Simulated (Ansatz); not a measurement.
# Profile along the Sn–O line in BaSnO3 (cubic perovskite)

BaSnO₃ (cubic perovskite)

```yaml
crystal:
  lattice:
    - [4.13052, 0.00000, 0.00000]
    - [0.00000, 4.13052, 0.00000]
    - [0.00000, 0.00000, 4.13052]
  atoms:
    - { symbol: Ba, position: [0.00000, 0.00000, 0.00000] }
    - { symbol: Sn, position: [0.50000, 0.50000, 0.50000] }
    - { symbol: O, position: [0.00000, 0.50000, 0.50000] }
    - { symbol: O, position: [0.50000, 0.50000, 0.00000] }
    - { symbol: O, position: [0.50000, 0.00000, 0.50000] }
```

Fields along a shortest Sn–O line of a {110} plane (2.07 Å), from Sn to O, interpolated on the slice's grid (step about 0.2 Å). Method: r2SCAN (plane waves to 500 eV, PAW, scalar-relativistic; Ansatz, an electronic-structure program). k mesh 8×8×8. These are valence fields of a PAW run, semicore shells included where kept as valence: close to a nucleus they are smooth pseudo fields. BaSnO3 was relaxed with its symmetry unable to fall. The PAW data are Ansatz's earlier set.

```json
[
 {"distance from Sn (Å)": "0.00", "valence electron density (e/Å³)": "12.67", "electron localisation function": "x", "density of the highest valence band (e/Å³)": "0.000", "density of the lowest conduction band (e/Å³)": "0.025"},
 {"distance from Sn (Å)": "0.10", "valence electron density (e/Å³)": "12.57", "electron localisation function": "x", "density of the highest valence band (e/Å³)": "0.000", "density of the lowest conduction band (e/Å³)": "0.026"},
 {"distance from Sn (Å)": "0.21", "valence electron density (e/Å³)": "11.31", "electron localisation function": "x", "density of the highest valence band (e/Å³)": "0.000", "density of the lowest conduction band (e/Å³)": "0.038"},
 {"distance from Sn (Å)": "0.31", "valence electron density (e/Å³)": "9.48", "electron localisation function": "x", "density of the highest valence band (e/Å³)": "0.000", "density of the lowest conduction band (e/Å³)": "0.056"},
 {"distance from Sn (Å)": "0.41", "valence electron density (e/Å³)": "7.37", "electron localisation function": "0.01", "density of the highest valence band (e/Å³)": "0.000", "density of the lowest conduction band (e/Å³)": "0.078"},
 {"distance from Sn (Å)": "0.52", "valence electron density (e/Å³)": "5.30", "electron localisation function": "0.04", "density of the highest valence band (e/Å³)": "0.001", "density of the lowest conduction band (e/Å³)": "0.100"},
 {"distance from Sn (Å)": "0.62", "valence electron density (e/Å³)": "3.44", "electron localisation function": "0.09", "density of the highest valence band (e/Å³)": "0.001", "density of the lowest conduction band (e/Å³)": "0.115"},
 {"distance from Sn (Å)": "0.72", "valence electron density (e/Å³)": "1.99", "electron localisation function": "0.14", "density of the highest valence band (e/Å³)": "0.002", "density of the lowest conduction band (e/Å³)": "0.120"},
 {"distance from Sn (Å)": "0.83", "valence electron density (e/Å³)": "1.12", "electron localisation function": "0.17", "density of the highest valence band (e/Å³)": "0.003", "density of the lowest conduction band (e/Å³)": "0.111"},
 {"distance from Sn (Å)": "0.93", "valence electron density (e/Å³)": "0.71", "electron localisation function": "0.19", "density of the highest valence band (e/Å³)": "0.005", "density of the lowest conduction band (e/Å³)": "0.091"},
 {"distance from Sn (Å)": "1.03", "valence electron density (e/Å³)": "0.60", "electron localisation function": "0.25", "density of the highest valence band (e/Å³)": "0.008", "density of the lowest conduction band (e/Å³)": "0.068"},
 {"distance from Sn (Å)": "1.14", "valence electron density (e/Å³)": "0.68", "electron localisation function": "0.39", "density of the highest valence band (e/Å³)": "0.012", "density of the lowest conduction band (e/Å³)": "0.050"},
 {"distance from Sn (Å)": "1.24", "valence electron density (e/Å³)": "0.88", "electron localisation function": "0.58", "density of the highest valence band (e/Å³)": "0.019", "density of the lowest conduction band (e/Å³)": "0.047"},
 {"distance from Sn (Å)": "1.35", "valence electron density (e/Å³)": "1.22", "electron localisation function": "0.74", "density of the highest valence band (e/Å³)": "0.028", "density of the lowest conduction band (e/Å³)": "0.068"},
 {"distance from Sn (Å)": "1.45", "valence electron density (e/Å³)": "1.81", "electron localisation function": "0.78", "density of the highest valence band (e/Å³)": "0.041", "density of the lowest conduction band (e/Å³)": "0.121"},
 {"distance from Sn (Å)": "1.55", "valence electron density (e/Å³)": "2.72", "electron localisation function": "0.76", "density of the highest valence band (e/Å³)": "0.052", "density of the lowest conduction band (e/Å³)": "0.197"},
 {"distance from Sn (Å)": "1.66", "valence electron density (e/Å³)": "3.99", "electron localisation function": "0.70", "density of the highest valence band (e/Å³)": "0.057", "density of the lowest conduction band (e/Å³)": "0.272"},
 {"distance from Sn (Å)": "1.76", "valence electron density (e/Å³)": "5.51", "electron localisation function": "x", "density of the highest valence band (e/Å³)": "0.050", "density of the lowest conduction band (e/Å³)": "0.298"},
 {"distance from Sn (Å)": "1.86", "valence electron density (e/Å³)": "7.03", "electron localisation function": "x", "density of the highest valence band (e/Å³)": "0.031", "density of the lowest conduction band (e/Å³)": "0.298"},
 {"distance from Sn (Å)": "1.97", "valence electron density (e/Å³)": "8.18", "electron localisation function": "x", "density of the highest valence band (e/Å³)": "0.011", "density of the lowest conduction band (e/Å³)": "0.264"},
 {"distance from Sn (Å)": "2.07", "valence electron density (e/Å³)": "8.62", "electron localisation function": "x", "density of the highest valence band (e/Å³)": "0.001", "density of the lowest conduction band (e/Å³)": "0.243"}
]
```

x: too close to a nucleus for the ELF to mean much. Band densities are of whole bands, smooth part only.

Density on the Sn–O line (2.07 Å) at its midpoint: 0.60 e/Å³. ELF at that point: 0.2. Element round which the density of the highest valence band (whole band, smooth part) is largest on this plane: O.
